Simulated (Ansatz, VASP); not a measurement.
**One calculation of AlN, two programs**

Contents of INCAR:

```
SYSTEM = AlN
PREC     = Accurate       ! precision mode
ENCUT    = 520            ! plane-wave cutoff, eV
EDIFF    = 1E-6           ! SCF threshold, eV
ISMEAR   = 0              ! smearing method
SIGMA    = 0.05           ! smearing width, eV
LREAL    = .False.        ! projectors in reciprocal space
LASPH    = .True.         ! aspherical terms in the spheres
NELM     = 100            ! most SCF steps
ALGO     = Normal         ! electronic algorithm
ISIF     = 2              ! what is computed and relaxed
LWAVE    = .False.        ! write WAVECAR
LCHARG   = .False.        ! write CHGCAR
GGA      = PE             ! functional
NBANDS   = 11             ! bands
```

The input KPOINTS:

```
Automatic mesh
0
Gamma
  10 10 10
  0 0 0
```

Contents of POSCAR:

```
AlN
1.0
    0.0825703010      2.0770220171      2.0770220171
    2.0770220171      0.0825703010      2.0770220171
    2.0770220171      2.0770220171      0.0825703010
Al N
1 1
Direct
    0.5000000000      0.5000000000      0.5000000000
    0.0000000000      0.0000000000      0.0000000000
```

Input for Ansatz:

```yaml
crystal:
  lattice:
    - [0.082570301, 2.0770220171, 2.0770220171]
    - [2.0770220171, 0.082570301, 2.0770220171]
    - [2.0770220171, 2.0770220171, 0.082570301]
  atoms:
    - { symbol: Al, position: [0.5, 0.5, 0.5] }
    - { symbol: "N", position: [0.0, 0.0, 0.0] }
basis:
  ecutwfc: 520.0
kpoints:
  mp_grid: { grid: [10, 10, 10] }
hamiltonian:
  xc: pbe
  pseudopotentials: { kind: paw, azcp: { folder: soft_1 } }
scf:
  occupations: { method: gaussian, width: 0.05 }
output:
  forces: true
  stress: true
  eigenvalues: true
```

Alike in both runs: task single point; functional PBE; k mesh 10 × 10 × 10; occupations gaussian, width 0.05 eV; no spin polarisation.

```csv
,VASP,Ansatz
version,VASP 6.6.1,Ansatz 0.2.0
potentials or method,"VASP PAW PBE potentials, release 64 (Al, N)","scalar-relativistic, plane waves, PAW"
plane-wave cutoff (eV),520,520
valence electrons in the cell,8,8
```

VASP gave:

| Property | Result |
| --- | --- |
| gap on the k mesh at the Fermi level (eV) | 3.78 |
| least direct gap on the mesh (eV) | 4.88 |
| pressure (GPa) | 0.2 |
| largest component of the traceless stress (GPa) | 13.05 |

Q: What did Ansatz give for the same quantities?

A: gap on the k mesh at the Fermi level (eV): 3.79; least direct gap on the mesh (eV): 4.87; pressure (GPa): 0.3; largest component of the traceless stress (GPa): 13.05.

The functional is the same, so the differences come from potentials, cutoffs and numerics.

A k mesh can miss the band edges.
